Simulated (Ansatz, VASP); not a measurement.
Two plane-wave programs on Y

```
CELL_PARAMETERS angstrom
3.66698 0.00000 0.00000
-1.83349 3.17569 0.00000
0.00000 0.00000 5.65235
ATOMIC_POSITIONS crystal
Y 0.33333 0.66667 0.25000
Y 0.66667 0.33333 0.75000
```

Alike in both runs: functional PBE; k mesh 6 × 6 × 4; occupations gaussian, width 0.1 eV; no spin polarisation.

Ansatz relaxed the structure, and its values are those at the end. VASP's run is a single point on that final structure, the one shown.

```csv
,VASP,Ansatz
version,VASP 6.6.1,Ansatz 0.2.0
potentials or method,"VASP PAW PBE potentials, release 64 (Y_sv)","scalar-relativistic, plane waves, PAW"
plane-wave cutoff (eV),520,420
valence electrons in the cell,22,22
```

|  | VASP | Ansatz | Ansatz less VASP |
| --- | --- | --- | --- |
| gap on the k mesh at the Fermi level (eV) | none | none | - |
| pressure (GPa) | 0.0 | 0.1 | +0.10 |

A gap of «none» marks a metal or a gap that the smearing closes. With one functional, cell and mesh, what is left measures potentials, basis and numerics.
